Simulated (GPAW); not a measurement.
# GaAs (Fm-3m) in GPAW: convergence with k mesh

Aim: find how far k mesh must go before the results for GaAs settle, at LDA. This setting moves, with any that are tied to it; all else stays.

All numbers are computed with GPAW 26.7.0; they aren't measurements. Logs are shortened: lines on timing, memory, paths and dates and some standing lists are left out, and cuts for length are marked. The log counts tension as positive stress, the text compression.

### Step 1. Starting point

The structure is cubic, space group Fm-3m (No. 225). Conventional cell: a = 5.392 Å, b = 5.392 Å, c = 5.392 Å, α = 90.00°, β = 90.00°, γ = 90.00°. Ga (site symmetry m-3m) has 6 As at 2.70 Å as nearest neighbours. As (site symmetry m-3m) is surrounded by 6 Ga at 2.70 Å.

The cell was built by a generator and needn't be a form met in nature.

### Step 2. With k mesh 2 × 2 × 2

The input, run.py:

```python
from ase.dft.bandgap import bandgap
from ase.io import read, write
from ase.units import GPa
from gpaw import GPAW, PW

atoms = read('POSCAR')

calc = GPAW(mode=PW(600),
            xc='LDA',
            kpts={'size': (2, 2, 2), 'gamma': True},
            occupations={'name': 'fermi-dirac', 'width': 0.05},
            nbands=11,
            convergence={'density': 1e-05, 'energy': 1e-05},
            maxiter=100,
            txt='gpaw.txt')
atoms.calc = calc
energy = atoms.get_potential_energy()
forces = atoms.get_forces()
stress = atoms.get_stress()
calc.write('gs.gpw')
write('result.traj', atoms)
print(f'Energy: {energy:.6f} eV')
print('Forces (eV/A):')
print(forces.round(4))
print('Stress (GPa):', (stress / GPa).round(3))
print('Fermi level:', round(calc.get_fermi_level(), 4), 'eV')
print(f'Gap: {bandgap(calc)[0]:.4f} eV, direct: {bandgap(calc, direct=True)[0]:.4f} eV')
```

The input, POSCAR:

```
GaAs
1.0
    0.0000000000      2.6958900000      2.6958900000
    2.6958900000      0.0000000000      2.6958900000
    2.6958900000      2.6958900000      0.0000000000
Ga As
1 1
Direct
    0.0000000000      0.0000000000      0.0000000000
    0.5000000000      0.5000000000      0.5000000000
```

Potentials or basis: the program's PAW data sets (release 1.2.1) made for this functional, pw.

Run with:

```
> OMP_NUM_THREADS=1 python run.py
```

Run time: 2.1 s. Hardware: 1 thread of Arm Neoverse V2, shared host; peak memory 0.13 GiB.

Results:

| Property | Result |
| --- | --- |
| Free energy | -7.0450 eV |
| Pressure | 12.8 GPa |
| Band gap on the k mesh | none (metal or under the smearing width) |

### Step 3. With k mesh 3 × 3 × 3

Edit run.py of step 2 so:

```diff
@@ -9,3 +9,3 @@
             xc='LDA',
-            kpts={'size': (2, 2, 2), 'gamma': True},
+            kpts={'size': (3, 3, 3), 'gamma': True},
             occupations={'name': 'fermi-dirac', 'width': 0.05},
```

POSCAR is that of step 2.

Potentials or basis: the program's PAW data sets (release 1.2.1) made for this functional, pw.

Run with:

```
> OMP_NUM_THREADS=1 python run.py
```

Run time: 2.3 s. Hardware: 1 thread of Arm Neoverse V2, shared host; peak memory 0.13 GiB.

What came out:

```yaml
Free_energy: -8.3386 eV
Pressure: -0.5 GPa
Band_gap_on_the_k_mesh: none (metal or under the smearing width)
```

### Step 4. With k mesh 4 × 4 × 4

Edit run.py of step 3 so:

```diff
@@ -9,3 +9,3 @@
             xc='LDA',
-            kpts={'size': (3, 3, 3), 'gamma': True},
+            kpts={'size': (4, 4, 4), 'gamma': True},
             occupations={'name': 'fermi-dirac', 'width': 0.05},
```

POSCAR is that of step 3.

Run with:

```
> OMP_NUM_THREADS=1 python run.py
```

It took 3.3 s on 1 thread of Arm Neoverse V2, shared host; peak memory 0.13 GiB.

What came out:

```
Free energy            : -8.6511 eV
Pressure               : -2.1 GPa
Band gap on the k mesh : none (metal or under the smearing width)
```

### Step 5. With k mesh 5 × 5 × 5

Edit run.py of step 4 so:

```diff
@@ -9,3 +9,3 @@
             xc='LDA',
-            kpts={'size': (4, 4, 4), 'gamma': True},
+            kpts={'size': (5, 5, 5), 'gamma': True},
             occupations={'name': 'fermi-dirac', 'width': 0.05},
```

POSCAR is that of step 4.

Run with:

```
> OMP_NUM_THREADS=1 python run.py
```

Wall time 3.7 s (1 thread of Arm Neoverse V2, shared host); peak memory 0.14 GiB.

It converged, with:

```
Free energy            : -8.9771 eV
Pressure               : -4.7 GPa
Band gap on the k mesh : none (metal or under the smearing width)
```

### Step 6. With k mesh 6 × 6 × 6

Edit run.py of step 5 so:

```diff
@@ -9,3 +9,3 @@
             xc='LDA',
-            kpts={'size': (5, 5, 5), 'gamma': True},
+            kpts={'size': (6, 6, 6), 'gamma': True},
             occupations={'name': 'fermi-dirac', 'width': 0.05},
```

POSCAR is that of step 5.

Potentials or basis: the program's PAW data sets (release 1.2.1) made for this functional, pw.

Run with:

```
> OMP_NUM_THREADS=1 python run.py
```

Run time: 5.1 s. Hardware: 1 thread of Arm Neoverse V2, shared host; peak memory 0.14 GiB.

The run converged. Its results:

* Free energy: -9.0655 eV
* Pressure: -5.2 GPa
* Band gap on the k mesh: none (metal or under the smearing width)

### Step 7. With k mesh 7 × 7 × 7

Edit run.py of step 6 so:

```diff
@@ -9,3 +9,3 @@
             xc='LDA',
-            kpts={'size': (6, 6, 6), 'gamma': True},
+            kpts={'size': (7, 7, 7), 'gamma': True},
             occupations={'name': 'fermi-dirac', 'width': 0.05},
```

POSCAR is that of step 6.

Run with:

```
> OMP_NUM_THREADS=1 python run.py
```

It took 6 s on 1 thread of Arm Neoverse V2, shared host; peak memory 0.14 GiB.

The run converged. Its results:

* Free energy: -9.0891 eV
* Pressure: -5.1 GPa
* Band gap on the k mesh: none (metal or under the smearing width)

### Step 8. With k mesh 8 × 8 × 8

Edit run.py of step 7 so:

```diff
@@ -9,3 +9,3 @@
             xc='LDA',
-            kpts={'size': (7, 7, 7), 'gamma': True},
+            kpts={'size': (8, 8, 8), 'gamma': True},
             occupations={'name': 'fermi-dirac', 'width': 0.05},
```

POSCAR is that of step 7.

Run with:

```
> OMP_NUM_THREADS=1 python run.py
```

Run time: 8.1 s. Hardware: 1 thread of Arm Neoverse V2, shared host; peak memory 0.15 GiB.

The run converged. Its results:

- Free energy: -9.0735 eV
- Pressure: -4.9 GPa
- Band gap on the k mesh: none (metal or under the smearing width)

### Step 9. With k mesh 9 × 9 × 9

Edit run.py of step 8 so:

```diff
@@ -9,3 +9,3 @@
             xc='LDA',
-            kpts={'size': (8, 8, 8), 'gamma': True},
+            kpts={'size': (9, 9, 9), 'gamma': True},
             occupations={'name': 'fermi-dirac', 'width': 0.05},
```

POSCAR is that of step 8.

Potentials or basis: the program's PAW data sets (release 1.2.1) made for this functional, pw.

Run with:

```
> OMP_NUM_THREADS=1 python run.py
```

Run time: 9.3 s. Hardware: 1 thread of Arm Neoverse V2, shared host; peak memory 0.15 GiB.

It converged, with:

* Free energy: -9.0696 eV
* Pressure: -5.2 GPa
* Band gap on the k mesh: none (metal or under the smearing width)

### Step 10. With k mesh 11 × 11 × 11

Edit run.py of step 9 so:

```diff
@@ -9,3 +9,3 @@
             xc='LDA',
-            kpts={'size': (9, 9, 9), 'gamma': True},
+            kpts={'size': (11, 11, 11), 'gamma': True},
             occupations={'name': 'fermi-dirac', 'width': 0.05},
```

POSCAR is that of step 9.

Potentials or basis: the program's PAW data sets (release 1.2.1) made for this functional, pw.

Run with:

```
> OMP_NUM_THREADS=1 python run.py
```

gpaw.txt:

```text
__  _  _
 | _ |_)|_||  |
 |__||  | ||/\| - 26.7.0

Input parameters:
  mode=PW(ecut=600.0),
  convergence={'density': 1e-05, 'energy': 1e-05},
  kpts=MonkhorstPack(size=(11, 11, 11), gamma=True),
  maxiter=100,
  nbands=11,
  occupations=Occupations(name='fermi-dirac', width=0.05),
  xc=XC(name='LDA')

Diagonalizing LCAO Hamiltonian
Converting LCAO to pw mode

               As

       Ga

Atoms  # Å, Bohr magnetons
|   | symbol |        x |        y |        z |    initial magnetic moments |
|---|--------|----------|----------|----------|-----------------------------|
| 0 |     Ga | 0.000000 | 0.000000 | 0.000000 | ( 0.0000,  0.0000,  0.0000) |
| 1 |     As | 2.695890 | 2.695890 | 2.695890 | ( 0.0000,  0.0000,  0.0000) |

Unit cell  # Å
| periodic |        x |        y |        z |  lengths |    angles |
|----------|----------|----------|----------|----------|-----------|
|      yes | 0.000000 | 2.695890 | 2.695890 | 3.812564 | 60.000000 |
|      yes | 2.695890 | 0.000000 | 2.695890 | 3.812564 | 60.000000 |
|      yes | 2.695890 | 2.695890 | 0.000000 | 3.812564 | 60.000000 |

Number of symmetries: 48
Symmetry operations  # r_c * U_cc + t_c -> r_c
|    | kind |            matrix            |
|----|------|------------------------------|
|  0 |  σ   |  1, 0, 0,  1, 0,-1,  1,-1, 0 |
|  1 |  C2  |  1, 0, 0,  1,-1, 0,  1, 0,-1 |
|  2 |  E   |  1, 0, 0,  0, 1, 0,  0, 0, 1 |
|  3 |  σ   |  1, 0, 0,  0, 0, 1,  0, 1, 0 |
|  4 |  C4  |  1, 0,-1,  1, 0, 0,  1,-1, 0 |
|  5 |  S6  |  1, 0,-1,  1,-1, 0,  1, 0, 0 |
|  6 |  σ   |  1, 0,-1,  0, 1,-1,  0, 0,-1 |
|  7 |  C3  |  1, 0,-1,  0, 0,-1,  0, 1,-1 |
|  8 |  S6  |  1,-1, 0,  1, 0, 0,  1, 0,-1 |
|  9 |  C4  |  1,-1, 0,  1, 0,-1,  1, 0, 0 |
| 10 |  C3  |  1,-1, 0,  0,-1, 1,  0,-1, 0 |
| 11 |  σ   |  1,-1, 0,  0,-1, 0,  0,-1, 1 |
| 12 |  σ   |  0, 1, 0,  1, 0, 0,  0, 0, 1 |
| 13 |  C4  |  0, 1, 0,  0, 1,-1, -1, 1, 0 |
| 14 |  C3  |  0, 1, 0,  0, 0, 1,  1, 0, 0 |
| 15 |  S6  |  0, 1, 0, -1, 1, 0,  0, 1,-1 |
| 16 |  C2  |  0, 1,-1,  1, 0,-1,  0, 0,-1 |
| 17 |  σ   |  0, 1,-1,  0, 1, 0, -1, 1, 0 |
[... 127 lines left out ...]

eigensolver:
  PPCG
  Converge bands: occupied
  niter=2

density mixing:
  MSR1-Mixer
  Pratt-step length: 0.05
  Maximum mixing coefficient: 0.75
  Old densities: 10
  SVD Regularization: 0.005
  Good broyden scale: 1.0
  Trust region scale: 1.0
  Backstep threshold: 4.0
  History deletion threshold: 6.0
  Fourier metric: weight=20.0, sigma=0.015

occupation numbers:
  Fermi-Dirac:
    width: 0.0500  # eV

poisson solver:
  ecut: 4800.0  # eV

xc functional:
  name: None

convergence criteria:
- Maximum integral of absolute [dens]ity change: 1e-05 electrons / valence electron
- Maximum [total energy] change in last 3 cyles: 1e-05 eV / valence electron
- Maximum integral of absolute [eigenst]ate change: 4e-08 eV^2 / valence electron
maximum number of iterations: 100

SCF iterations
|iter     | |      energy | eigst |  dens |
|---------|-|-------------|-------|-------|
|iter:   1| |   -9.112922 | -0.94 |       |
|iter:   2| |   -9.103652 | -3.21 | -1.11 |
|iter:   3| |   -9.063573 | -2.93 | -1.15 |
|iter:   4| |   -9.063387 | -4.63 | -1.76 |
|iter:   5| |   -9.063339 | -5.31 | -2.25 |
|iter:   6| |   -9.063336c| -6.42 | -3.15 |
|iter:   7| |   -9.063336c| -7.99c| -4.31 |
|iter:   8| |   -9.063336c| -8.78c| -4.75 |
|iter:   9| |   -9.063336c| -9.97c| -6.10c|

Converged in 9 steps
Energy contributions relative to reference atoms: (reference = -114227.963927)

Energy contributions:
  Kinetic:          15.394295
  Coulomb:         -13.477331
  Zero:              0.007753
  External:          0.000000
  Xc:              -10.982777
  Entropy:          -0.010552
  Spinorbit:         0.000000
  ----------------------------
  Free energy:      -9.068612
  Extrapolated:     -9.063336

dipole moment: (-13.901994, -13.901994, -13.901994)  # |e|*Ang

Fermi level: 5.993
Eigenvalues  # (at kpt = [0.000, 0.000, 0.000])
| band index |      eig [eV] | occ [0-2] |
|------------|---------------|-----------|
|          0 |        -7.051 |     2.000 |
|          1 |         5.749 |     1.985 |
|          2 |         6.100 |     0.211 |
|          3 |         6.100 |     0.211 |
|          4 |         6.100 |     0.211 |
|          5 |        13.441 |     0.000 |
|          6 |        13.441 |     0.000 |
|          7 |        13.441 |     0.000 |
|          8 |        13.598 |     0.000 |
|          9 |        13.598 |     0.000 |
|         10 |        13.598 |     0.000 |

No gap
No difference between direct/indirect transitions

Forces  # eV/Ang
|        x |       y |       z |
|----------|---------|---------|
| -0.00000 | 0.00000 | 0.00000 |  # Ga   0
|  0.00000 | 0.00000 | 0.00000 |  # As   1

Stress tensor  # eV/Ang^3
|         x |         y |         z |
|-----------|-----------|-----------|
|  0.032280 |  0.000000 | -0.000000 |
|  0.000000 |  0.032280 | -0.000000 |
| -0.000000 | -0.000000 |  0.032280 |

# Writing to gs.gpw (mode='')
```

stdout:

```text
Energy: -9.063336 eV
Forces (eV/A):
[[-0.  0.  0.]
 [ 0.  0.  0.]]
Stress (GPa): [ 5.172  5.172  5.172 -0.    -0.     0.   ]
Fermi level: 5.9929 eV
Gap: 0.0000 eV, direct: 0.0000 eV
```

It took 14 s on 1 thread of Arm Neoverse V2, shared host; peak memory 0.16 GiB.

What came out:

* Free energy: -9.0686 eV
* Pressure: -5.2 GPa
* Band gap on the k mesh: none (metal or under the smearing width)

### Step 11. Result

| k mesh | energy less the tightest run, at zero smearing (meV/atom) | pressure (GPa) | SCF cycles | CPU time (s) | peak memory (GiB) |
| --- | --- | --- | --- | --- | --- |
| 2 × 2 × 2 | 1027.29 | 12.85 | 9 | 2.1 | 0.13 |
| 3 × 3 × 3 | 379.48 | -0.53 | 9 | 2.3 | 0.13 |
| 4 × 4 × 4 | 217.10 | -2.15 | 9 | 3.3 | 0.13 |
| 5 × 5 × 5 | 49.27 | -4.68 | 9 | 3.7 | 0.14 |
| 6 × 6 × 6 | 3.02 | -5.21 | 9 | 5.1 | 0.14 |
| 7 × 7 × 7 | -10.16 | -5.13 | 9 | 6 | 0.14 |
| 8 × 8 × 8 | -1.97 | -4.93 | 9 | 8.1 | 0.15 |
| 9 × 9 × 9 | -0.44 | -5.17 | 9 | 9.3 | 0.15 |
| 11 × 11 × 11 | 0.00 | -5.17 | 9 | 14 | 0.16 |

Against the tightest run, the energy stays within 1 meV/atom from 9 × 9 × 9 on; the pressure stays within 0.1 GPa from 9 × 9 × 9 on. Meshes of other sizes hit other points, so gaps and Fermi surfaces needn't settle smoothly. The tightest run that finished is the yardstick and may itself not be fully converged.
